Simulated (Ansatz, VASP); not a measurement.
## One calculation of NaF (Villiaumite), two programs

```
Na F
1.0
     0.00000    2.31981    2.31981
     2.31981    0.00000    2.31981
     2.31981    2.31981    0.00000
Na F
1 1
Cartesian
  0.0000 0.0000 0.0000
  2.3198 2.3198 2.3198
```

Alike in both runs: task single point; functional r2SCAN; k mesh 8 × 8 × 8; occupations gaussian, width 0.02 eV; no spin polarisation.

|  | VASP | Ansatz |
| --- | --- | --- |
| version | VASP 6.6.1 | Ansatz 0.2.0 |
| potentials or method | VASP PAW PBE potentials, release 64 (Na_pv, F) | scalar-relativistic, plane waves, PAW |
| plane-wave cutoff (eV) | 520 | 500 |
| valence electrons in the cell | 14 | 16 |

```csv
,VASP,Ansatz,Ansatz less VASP
gap on the k mesh at the Fermi level (eV),7.15,7.11,-0.037
least direct gap on the mesh (eV),7.15,7.11,-0.037
pressure (GPa),-2.0,-1.5,+0.51
```

The functional is the same, so the differences come from potentials, cutoffs and numerics. The two sets of potentials don't hold the same shells in valence.

Caveats: the PAW data sets were made with another functional, which shifts forces and pressure a little (VASP). r2SCAN opens gaps a little over a GGA but as a rule still falls short of measured ones.
